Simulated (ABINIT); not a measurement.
AlN:

```xyz
2
Lattice="0.0000 2.0345 2.0345 2.0345 0.0000 2.0345 2.0345 2.0345 0.0000" Properties=species:S:1:pos:R:3 pbc="T T T"
Al    2.0345    2.0345    2.0345
N     0.0000    0.0000    0.0000
```

Measurements of this composition are mostly on another form, of space group No. 186.

Base run:

| Item | Value |
| --- | --- |
| Program | ABINIT 10.8.3 (patched build) |
| Functional | LDA |
| Potentials or basis | JTH PAW LDA v2.0 |
| Cutoff | 707 eV |
| k mesh | 11 × 11 × 11 |
| Occupations | fermi-dirac, width 0.05 eV |
| Spin | no spin polarisation |

Its results: band gap on the k mesh 4.37 eV, indirect (least direct gap 5.47 eV).

Question: After a change of settings the same cell gave: band gap on the k mesh 5.65 eV, indirect (least direct gap 6.41 eV). Which change was it?
A. functional from LDA to PBE; potentials or basis from JTH PAW LDA v2.0 to JTH PAW PBE v2.0
B. functional from LDA to TB-mBJ; cutoff from 707 eV to 844 eV; fine-grid cutoff from 1306.15 eV to 1442.2 eV
C. functional from LDA to PBEsol; potentials or basis from JTH PAW LDA v2.0 to JTH PAW PBE v2.0

Answer: B.

Caveats: the mesh misses the band edges, which the band path finds closer together; the constant c of TB-mBJ comes from the pseudo density here, which moves gaps by up to 0.3 eV between sets of potentials (some runs).
